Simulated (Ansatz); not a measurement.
Consider LaAlO$_{3}$ in the cubic perovskite structure (space group Pm-3m, No. 221; a = 3.7869 Å).

The change: 0.272 holes added to each cell, a density of 5.0×10^21 cm⁻³, with a uniform compensating background at fixed cell and a 300 K Fermi–Dirac width.

The values are results of DFT with r2SCAN, PAW potentials and a 500 eV plane-wave cutoff in Ansatz (an electronic-structure program), no spin-orbit coupling, not measurements.

Base, band edges from the VBM (valence, conduction): M -0.03, 4.94; R 0.00, 5.09; X -1.11, 4.92; Γ -0.12, 4.02 eV.

Q: Give the band edges at the high-symmetry points of the new zone, measured from its valence-band maximum.

A: 
```tsv
point	valence edge (eV)	conduction edge (eV)
Γ	-0.12	4.24
X	-1.09	5.12
M	-0.03	5.14
R	0.00	5.29
```

The gap is 4.24 eV, indirect, R → Γ.

Carriers are added with a uniform compensating background; total energy and stress of such cells depend on the potential's zero and are not compared; many-body gap narrowing is missing at this level. Stability against distortions was not tested. Many cubic perovskites are stable only at high temperature; tilts and polar distortions were not tested.
